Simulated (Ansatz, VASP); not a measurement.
# In3Sb3H8 (InSb wire along [110], 6 atoms a period, H-terminated): VASP beside Ansatz, part 2 of 2

Aim: how closely do two programs agree when they are given the same cell, functional and k mesh? The cell is taken from a series of runs on this material, whose earlier steps may have relaxed, scaled, displaced or heated it; both programs get it as it stands.

VASP 6.6.1 and Ansatz 0.2.0.

So far: The structure; VASP: single point, HSE06.

### Step 3. Ansatz: single point, HSE06

Level of this step: Ansatz beside VASP: Kohn-Sham DFT, plane waves, HSE06 (Ansatz).

Ansatz runs on its PAW soft_1 files.

The same cell, functional, mesh and smearing now go to Ansatz, which takes its cutoff from its data sets.

The input, input.yaml:

```yaml
crystal:
  lattice:
    - [13.811, 0.0, 0.0]
    - [0.0, 14.395, 0.0]
    - [0.0, 0.0, 4.8269355918]
  atoms:
    - { symbol: Sb, position: [0.430293815, 0.67019862, 0.0] }
    - { symbol: H, position: [0.529469783, 0.741910981, 0.0] }
    - { symbol: In, position: [0.530782721, 0.5, 0.0] }
    - { symbol: H, position: [0.312584837, 0.166734221, 0.5] }
    - { symbol: H, position: [0.228055332, 0.368179687, 0.5] }
    - { symbol: H, position: [0.312584837, 0.833265779, 0.5] }
    - { symbol: H, position: [0.228055332, 0.631820313, 0.5] }
    - { symbol: In, position: [0.320757913, 0.286921218, 0.5] }
    - { symbol: In, position: [0.320757913, 0.713078782, 0.5] }
    - { symbol: Sb, position: [0.648300174, 0.5, 0.5] }
    - { symbol: H, position: [0.731023998, 0.411508624, 0.5] }
    - { symbol: H, position: [0.731023998, 0.588491376, 0.5] }
    - { symbol: Sb, position: [0.430293815, 0.32980138, 0.0] }
    - { symbol: H, position: [0.529469783, 0.258089019, 0.0] }
kpoints:
  mp_grid: { grid: [1, 1, 7] }
scf:
  occupations: { method: fermi_dirac, width: 0.05 }
hamiltonian:
  xc: hse06
  pseudopotentials: { kind: paw, azcp: { folder: soft_1 } }
```

Started as:

```bash
$ ansatz run input.yaml --threads 4 --pin off --max-ram 16384MiB --backend cpu --events-out ev --progress --plain --runs-dir out
```

Numbers of over 12 decimals in the logs are rounded to 6 here.

The log of the run:

```text
Engine: ansatz 0.2.0, aarch64-unknown-linux-gnu
Pseudopotentials: kind: paw
Pseudopotential: Sb, paw, valence charge 15, recommended cutoff 420 eV (normal), soft_1/Sb.paw.azcp
Pseudopotential: H, paw, valence charge 1, recommended cutoff 420 eV (normal), soft_1/H.paw.azcp
Pseudopotential: In, paw, valence charge 13, recommended cutoff 420 eV (normal), soft_1/In.paw.azcp
Functional definition: HSE06
  parameter a = 0.25
  parameter omega = 0.11/bohr
  exchange = pbe_x - a*pbe_x_sr(omega) + a*exact_x_sr(omega)
  correlation = pbe_c
Crystal: 14 atoms, lattice volume = 959.640 Å³
Basis set: ecut = 420 eV, 18695 PW (Γ)
Bands: 60, of which v1, the nominal top of the filled ones, is band 46 counted from 1 (45 counted from 0)
Symmetry: 4 space group operations
Space group: Pmm2 (ITA 25), of the structure as read, at distance tolerance 9.9e-5 Å
k-points: 4 of 7
Non-local potential: Sb, projectors of the file, l = 0: 2, l = 1: 2, l = 2: 2, l = 3: 1
Non-local potential: H, projectors of the file, l = 0: 2, l = 1: 1
Non-local potential: In, projectors of the file, l = 0: 2, l = 1: 2, l = 2: 2, l = 3: 1
PAW form: soft (Blöchl's): semilocal exchange-correlation on the pseudo side does not see the compensation charge
PAW frozen core: Sb, regenerated for the run's functional, and the local potential with it (the file was generated under x = pbe(κ = 0.804, μ = 0.219515), c = pbe(β = 0.066725))
PAW frozen core: In, regenerated for the run's functional, and the local potential with it (the file was generated under x = pbe(κ = 0.804, μ = 0.219515), c = pbe(β = 0.066725))
PAW one-centre angular grid: Sb, 590 points (default); XC on 64 Gauss nodes
PAW one-centre angular grid: H, 110 points (default); XC on 64 Gauss nodes
PAW one-centre angular grid: In, 590 points (default); XC on 64 Gauss nodes
Initial density: superposition of atomic densities (neutral atoms: chi_scale 0, normalization atom)
Initial wavefunctions: pseudopotential atomic-orbital guess
Functional: x = pbe(κ = 0.804, μ = 0.219515), c = pbe(β = 0.066725), warm-up for x = pbe(κ = 0.804, μ = 0.219515) + 0.25 (exact − pbe) at short range (hse, ω = 0.207870 Å⁻¹), c = pbe(β = 0.066725); HSE06 as pw.x's `hse` composes it (authors' and Libxc's form: `xc: wpbeh`)
iter 1 solved again at ethr=8.76e-3 eV; its pass at ethr=1.00e-1 eV (dr2=8.06e0 eV) is discarded
SCF iter   1: F=—  HF=-36373.641897 eV  |F-HF|=—  |Δ(HF+E_count)|=         —  Δρ=2.76e-2  dr2=8.09e0  ethr=8.76e-3  ⟨swp⟩=5.0  Hψ=1244  notcnv=0
preconditioner: auto → none  [insulator: Δε(μ)=1.914 eV  Ē_g=12.793 eV  σ=0.050 eV  W_gap=1.00  n_scr=102 (ndim 8)  ℏωp=9.4 eV  f_vac=0.599  D(μ)=0.00/eV (n_scr^D=0)]
SCF iter   2: F=—  HF=-36371.465947 eV  |F-HF|=—  |Δ(HF+E_count)|=    2.18e0  Δρ=8.64e-3  dr2=1.50e0  ethr=8.76e-3  ⟨swp⟩=6.2  Hψ=645  notcnv=0  defer=3
SCF iter   3: F=—  HF=-36371.334326 eV  |F-HF|=—  |Δ(HF+E_count)|=   1.32e-1  Δρ=4.95e-3  dr2=9.05e-1  ethr=1.63e-3  ⟨swp⟩=8.2  Hψ=752  notcnv=0  defer=3
iter 4 solved again at ethr=2.25e-5 eV; its pass at ethr=9.84e-4 eV (dr2=2.07e-2 eV) is discarded
SCF iter   4: F=—  HF=-36371.133679 eV  |F-HF|=—  |Δ(HF+E_count)|=   2.01e-1  Δρ=1.54e-3  dr2=2.13e-2  ethr=2.25e-5  ⟨swp⟩=5.5  Hψ=1274  notcnv=0  defer=6
SCF iter   5: F=—  HF=-36371.133633 eV  |F-HF|=—  |Δ(HF+E_count)|=   4.56e-5  Δρ=5.80e-4  dr2=1.96e-3  ethr=2.25e-5  ⟨swp⟩=5.5  Hψ=569  notcnv=0  defer=1
SCF iter   6: F=—  HF=-36371.134140 eV  |F-HF|=—  |Δ(HF+E_count)|=   5.07e-4  Δρ=1.83e-4  dr2=6.77e-4  ethr=2.13e-6  ⟨swp⟩=4.2  Hψ=553  notcnv=0  defer=1
SCF iter   7: F=-36371.134024 eV  HF=-36371.134058 eV  |F-HF|=3.44e-5  |Δ(HF+E_count)|=   8.23e-5  Δρ=7.35e-5  dr2=6.35e-5  ethr=7.36e-7  ⟨swp⟩=4.0  Hψ=474  notcnv=0  defer=1
SCF 1 stopped early in 7 iterations: F = -36371.134024 eV  dr2 = 6.35e-5
  greatest PAW one-centre occupation: 0.995 electrons in one spin orbital (limit 2), on the Sb atom at site 9 (counted from 0), in its partial waves of l = 2
Initial density: handed on by an earlier stage of this run
Initial wavefunctions: those handed on with the density
Functional: x = pbe(κ = 0.804, μ = 0.219515) + 0.25 (exact − pbe) at short range (hse, ω = 0.207870 Å⁻¹), c = pbe(β = 0.066725); HSE06 as pw.x's `hse` composes it (authors' and Libxc's form: `xc: wpbeh`)
Exchange kernel: α = 0.2500, screened, ω = 0.2079 Å⁻¹, Wigner–Seitz truncation, v(0) = 1027.5617 eV·Å³, q-mesh 1×1×7, nearest image of the exchange supercell L = 13.81 Å, pair-density grid 60×64×24, without the augmentation charges, whose exchange is taken in its separable form by FFT convolution over the k-point mesh (sized by the pseudopotential files, 96×100×36 at the most)
Frozen-core exchange: fock
SCF iter   1: F=—  HF=-36396.144312 eV  |F-HF|=—  |Δ(HF+E_count)|=         —  Δρ=2.26e-3  dr2=3.43e-2  ethr=6.91e-7  ⟨swp⟩=18.0  Hψ=1569  notcnv=1
preconditioner: auto → none  [insulator: Δε(μ)=2.382 eV  Ē_g=14.561 eV  σ=0.050 eV  W_gap=1.00  n_scr=102 (ndim 8)  ℏωp=9.4 eV  f_vac=0.651  D(μ)=0.00/eV (n_scr^D=0)]
SCF iter   2: F=—  HF=-36396.136019 eV  |F-HF|=—  |Δ(HF+E_count)|=   8.29e-3  Δρ=6.30e-4  dr2=5.21e-3  ethr=6.91e-7  ⟨swp⟩=5.0  Hψ=822  notcnv=0
SCF iter   3: F=—  HF=-36396.158180 eV  |F-HF|=—  |Δ(HF+E_count)|=   2.22e-2  Δρ=5.05e-4  dr2=1.96e-3  ethr=6.91e-7  ⟨swp⟩=5.8  Hψ=905  notcnv=0
SCF iter   4: F=—  HF=-36396.157805 eV  |F-HF|=—  |Δ(HF+E_count)|=   3.76e-4  Δρ=8.91e-5  dr2=1.16e-4  ethr=6.91e-7  ⟨swp⟩=4.0  Hψ=557  notcnv=0
SCF iter   5: F=—  HF=-36396.158160 eV  |F-HF|=—  |Δ(HF+E_count)|=   3.56e-4  Δρ=6.68e-5  dr2=6.22e-5  ethr=8.15e-8  ⟨swp⟩=6.2  Hψ=702  notcnv=0  defer=3
SCF iter   6: F=-36396.158146 eV  HF=-36396.158146 eV  |F-HF|=1.64e-7  |Δ(HF+E_count)|=   1.42e-5  Δρ=1.10e-5  dr2=2.95e-6  ethr=6.52e-8  ⟨swp⟩=3.0  Hψ=454  notcnv=0
SCF 2 stopped early in 6 iterations: F = -36396.158146 eV  dr2 = 2.95e-6
hybrid outer 1: dexx = +2.481e-2 eV, tail = 6.27e-5 eV
Exchange kernel: α = 0.2500, screened, ω = 0.2079 Å⁻¹, Wigner–Seitz truncation, v(0) = 1027.5617 eV·Å³, q-mesh 1×1×7, nearest image of the exchange supercell L = 13.81 Å, pair-density grid 60×64×24, without the augmentation charges, whose exchange is taken in its separable form by FFT convolution over the k-point mesh (sized by the pseudopotential files, 96×100×36 at the most)
Frozen-core exchange: fock
SCF iter   1: F=—  HF=-36396.157704 eV  |F-HF|=—  |Δ(HF+E_count)|=         —  Δρ=1.87e-5  dr2=4.40e-6  ethr=3.41e-7  ⟨swp⟩=12.2  Hψ=754  notcnv=0
preconditioner: auto → none  [insulator: Δε(μ)=2.385 eV  Ē_g=14.522 eV  σ=0.050 eV  W_gap=1.00  n_scr=102 (ndim 8)  ℏωp=9.4 eV  f_vac=0.652  D(μ)=0.00/eV (n_scr^D=0)]
iter 2 solved again at ethr=1.77e-10 eV; its pass at ethr=3.90e-9 eV (dr2=1.63e-7 eV) is discarded
SCF iter   2: F=—  HF=-36396.157703 eV  |F-HF|=—  |Δ(HF+E_count)|=   2.77e-7  Δρ=5.28e-6  dr2=3.02e-7  ethr=1.77e-10  ⟨swp⟩=4.0  Hψ=1097  notcnv=0
SCF iter   3: F=-36396.157704 eV  HF=-36396.157704 eV  |F-HF|=4.04e-8  |Δ(HF+E_count)|=   9.01e-7  Δρ=3.15e-6  dr2=8.77e-8  ethr=1.77e-10  ⟨swp⟩=8.0  Hψ=835  notcnv=0  defer=5
SCF 3 converged in 3 iterations: F = -36396.157704 eV  dr2 = 8.77e-8
hybrid outer 2: dexx = +1.101e-6 eV, tail = 2.09e-7 eV, Δε = 2.05e-3 eV (about 1.68e-4 eV left of the loop's levels)
hybrid SCF converged: 2 outer / 9 inner (+7 warm-up), last move |dexx| = 1.10e-6 eV, tail = 2.09e-7 eV
Stability not checked: this state was not tested for a lower state beside it, because the functional holds exact exchange (a hybrid, or Hartree-Fock), whose exchange loop this test does not read (fock_operator; see scf.lower_state_search)
Free energy (F): -36396.157704 eV
Frozen-core exchange: fock
Harris-Foulkes:  -36396.157704 eV  (|F-HF|=4.04e-8)
Internal energy: -36396.157704 eV  (E = F + TS)
E sigma→0 (E₀):  -36396.157704 eV
Fermi energy:    -1.930989 eV
--- Per-component energies (eV) ---
  E_band       = -1777.541559
  E_kinetic    = 1242.022356
  E_local      = -26940.107367  (includes V_loc(G=0)·N_el)
  E_nonlocal   = 2150.695383
  E_hartree    = 12245.665780
  E_xc         = -632.513557
  E_vxc        = -497.728886  (∫ρ·V_xc dr)
  E_exx        = -232.203150  (= α·E_x^exact, valence–valence)
  E_paw        = -26223.745562  (= ΣΔE_a)
  E_vpaw       = -1759.335090  (= ΣTr[D̂ρ^β])
  E_aug_tail   = -0.005940  (compensation charges beyond the density's cutoff)
  E_ewald      = 1992.424720
  E_core_change = 1.609634  (= ΣΔE_core)
  E_smearing   = -0.000000  (= −TS)
  E_closure    = -0.000000  (closes the sum)
  Σ components = -36396.157704   (vs F -36396.157704, Δ=0.00e0)
--- Band table (eV) ---
  k-point 0: bands = [... 42 lower, -4.2962, -3.7899, -3.2506, -3.1254, -0.7407]
  k-point 1: bands = [... 42 lower, -4.1617, -4.0060, -3.5093, -3.4338, -0.1100]
  k-point 2: bands = [... 42 lower, -4.4047, -4.3562, -3.8036, -3.7982, 0.3047]
  k-point 3: bands = [... 42 lower, -4.4444, -4.4079, -4.1197, -4.1048, 0.2168]
  guard bands above this table: 13 of the run's 60 bands. The solve was not asked for them (output.publish_guard_bands: true or output.eigenvalues: true publishes all)
```

The column dr2 measures how far the density is from self-consistency, as an energy; F and HF (Harris–Foulkes) agree once it is small.

### Step 4. Differences

Known differences besides the potentials themselves: exact exchange at q = 0 is treated differently, which shows on coarse meshes; VASP keeps PBE cores, Ansatz makes them for the functional; the data sets hold 92 valence electrons in Ansatz (on its PAW soft_1 files) and 62 in VASP; the cutoff is 420 eV in Ansatz and 400 eV in VASP; VASP takes a coarser grid for exact exchange (PRECFOCK = Fast). Total energies have different zeros and are not compared.

Both answers:

```
              quantity  Ansatz   VASP  difference
gap on the k mesh (eV)   2.385  2.413      -0.028
```

A gap on the mesh is an upper bound, since the band edges may lie between its points.

### Step 5. Summary of results

```json
{
  "difference in gap on the k mesh (single point, HSE06)": "-0.028 eV"
}
```

In words: The difference in gap on the k mesh is -0.028 eV (single point, HSE06), within the 0.08 eV picked in this series as the mark of a large difference. The data sets hold unlike numbers of valence electrons (92 in Ansatz and 62 in VASP), so part of the differences comes from the potentials. Such differences can come from data sets, numerical settings and the points named under the comparisons, not from the functional's error against experiment.

[Lines on the potential files, build, host, timing and source positions are cut from VASP's logs without a mark.]

[Logs are printed without paths, hosts, clocks, repeated set-up lines and the standing remarks that a program may print on its own settings, such as how far it seeks lower states.]

[Hosts, paths, dates, database ids (printed as entryN), source tags and the programs' standing remarks are cut or masked in the printed files.]
